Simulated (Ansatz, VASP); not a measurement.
**Two plane-wave programs on MgO**

```
CELL_PARAMETERS angstrom
3.38990 0.00000 0.00000
-1.69495 2.93574 0.00000
0.00000 0.00000 9.95320
ATOMIC_POSITIONS crystal
Mg 0.33333 0.66667 0.96949
Mg 0.00000 0.00000 0.22082
Mg 0.00000 0.00000 0.72082
Mg 0.66667 0.33333 0.46949
O 0.33333 0.66667 0.78004
O 0.00000 0.00000 0.52964
O 0.00000 0.00000 0.02964
O 0.66667 0.33333 0.28004
```

Alike in both runs: task single point; functional PBE; k mesh 9 × 9 × 2; occupations gaussian, width 0.05 eV; no spin polarisation.

```csv
,VASP,Ansatz
version,VASP 6.6.1,Ansatz 0.2.0
potentials or method,"VASP PAW PBE potentials, release 64 (Mg, O)","scalar-relativistic, plane waves, PAW"
plane-wave cutoff (eV),520,520
valence electrons in the cell,32,64
```

Ansatz gave:

| Property | Result |
| --- | --- |
| gap on the k mesh at the Fermi level (eV) | 3.22 |
| least direct gap on the mesh (eV) | 3.22 |
| pressure (GPa) | -0.2 |
| largest component of the traceless stress (GPa) | 13.11 |
| rms of the force components (eV/Å) | 0.547 |

Problem. What did VASP give for the same quantities?

Solution. gap on the k mesh at the Fermi level (eV): 3.19; least direct gap on the mesh (eV): 3.19; pressure (GPa): -0.7; largest component of the traceless stress (GPa): 13.31; rms of the force components (eV/Å): 0.553.

Atom by atom the forces differ by 0.007 eV/Å (rms over components). With one functional, cell and mesh, what is left measures potentials, basis and numerics. The two sets of potentials don't hold the same shells in valence.
